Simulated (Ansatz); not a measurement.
A run of Ansatz 0.2.0:

File run.py:

```python
import json

import ase.io
import numpy as np
import spglib

import ansatz as az

atoms = ase.io.read("Rb.cif")
cell, frac, numbers = spglib.find_primitive((atoms.cell[:], atoms.get_scaled_positions(), atoms.numbers), symprec=1e-5)
atoms = ase.Atoms(numbers, cell=cell, scaled_positions=frac, pbc=True)

calculation = (
    az.Crystal.from_ase(atoms)
    .calculation()
    .kpoints(7, 7, 7)
    .functional("revpbe")
    .pseudopotentials(kind="paw_fr")
    .spin("noncollinear", soc=True)
    .scf(extra_bands=6)
    .occupations(method="gaussian", width=0.1)
    .band_structure(path=(((0.0, 0.0, 0.0), (0.0, 0.0, 0.5), (-0.5, 0.5, 0.5), (0.0, 0.0, 0.0), (0.46358104,
        0.46358104, -0.46358104), (0.25, 0.25, 0.25), (0.0, 0.5, 0.0), (-0.46358104, 0.53641896, 0.46358104), (-0.5,
        0.5, 0.5)), ((0.0, 0.0, 0.5), (0.25, 0.25, 0.25))), intervals=14)
    .density()
    .potential()
    .output_files(volumetric_format="npy")
    .fat_bands()
    .electron_localization_function()
    .forces()
    .stress()
    .band_table(publish=True)
)
outcome = calculation.run(threads=2, events_out="events.jsonl")

report = outcome.report
for line in open("events.jsonl"):
    event = json.loads(line)
    if event["event"] == "scf_iter":
        d = event["data"]
        print(f"SCF {d['iter']:3d}  HF = {d['harris_foulkes_ev']:.6f} eV  dr2 = {d['dr2_ev']:.2e} eV")
    elif event["event"] in ("relax_step", "md_step"):
        d = event["data"]
        print(f"{event['event']} {d['step']:3d}  E = {d['lagrangian_ev']:.6f} eV")
np.set_printoptions(precision=5, suppress=True, linewidth=110)
print("converged:", report["converged"], "after", report["n_iterations"], "iterations")
print(f"free energy {report['free_energy_ev']:.6f} eV, Fermi level {report['fermi_energy_ev']:.4f} eV")
for key in ("band_edges_ev", "magnetization_mub", "site_moments_mub", "site_moments_nc_mub", "forces_ev_ang",
                "stress_gpa", "kpoints_frac", "eigenvalues_ev"):
    if report.get(key) is not None:
        print(key, np.array(report[key]), sep="\n")
```

The input Rb.cif:

```cif
data_Rb
_cell_length_a 5.90902372
_cell_length_b 5.90902372
_cell_length_c 5.46169039
_cell_angle_alpha 90.00000000
_cell_angle_beta 90.00000000
_cell_angle_gamma 90.00000000
_space_group_name_H-M_alt 'I4/mmm'
_space_group_name_Hall '-I 4 2'
_space_group_IT_number 139
loop_
_space_group_symop_operation_xyz
'x,y,z'
'-x,-y,-z'
'-y,x,z'
'y,-x,-z'
'-x,-y,z'
'x,y,-z'
'y,-x,z'
'-y,x,-z'
'x,-y,-z'
'-x,y,z'
'-y,-x,-z'
'y,x,z'
'-x,y,-z'
'x,-y,z'
'y,x,-z'
'-y,-x,z'
'x+1/2,y+1/2,z+1/2'
'-x+1/2,-y+1/2,-z+1/2'
'-y+1/2,x+1/2,z+1/2'
'y+1/2,-x+1/2,-z+1/2'
'-x+1/2,-y+1/2,z+1/2'
'x+1/2,y+1/2,-z+1/2'
'y+1/2,-x+1/2,z+1/2'
'-y+1/2,x+1/2,-z+1/2'
'x+1/2,-y+1/2,-z+1/2'
'-x+1/2,y+1/2,z+1/2'
'-y+1/2,-x+1/2,-z+1/2'
'y+1/2,x+1/2,z+1/2'
'-x+1/2,y+1/2,-z+1/2'
'x+1/2,-y+1/2,z+1/2'
'y+1/2,x+1/2,-z+1/2'
'-y+1/2,-x+1/2,z+1/2'
loop_
_atom_site_label
_atom_site_type_symbol
_atom_site_symmetry_multiplicity
_atom_site_Wyckoff_symbol
_atom_site_fract_x
_atom_site_fract_y
_atom_site_fract_z
_atom_site_occupancy
Rb1 Rb 2 a 0.0000000000 0.0000000000 0.0000000000 1
```

Potentials or basis: Ansatz PAW.

The run is started by

```sh
$ python run.py
```

Hardware: 2 threads of Arm Neoverse V1, on a shared host.

Task: Estimate the wall time of this run.

Result: It took 24 s on 2 threads of Arm Neoverse V1, with other jobs on the host, peak memory 0.62 GiB. Counts: scf iterations 7, plane waves 1857, k points 40, bands 15, engine runs 1.
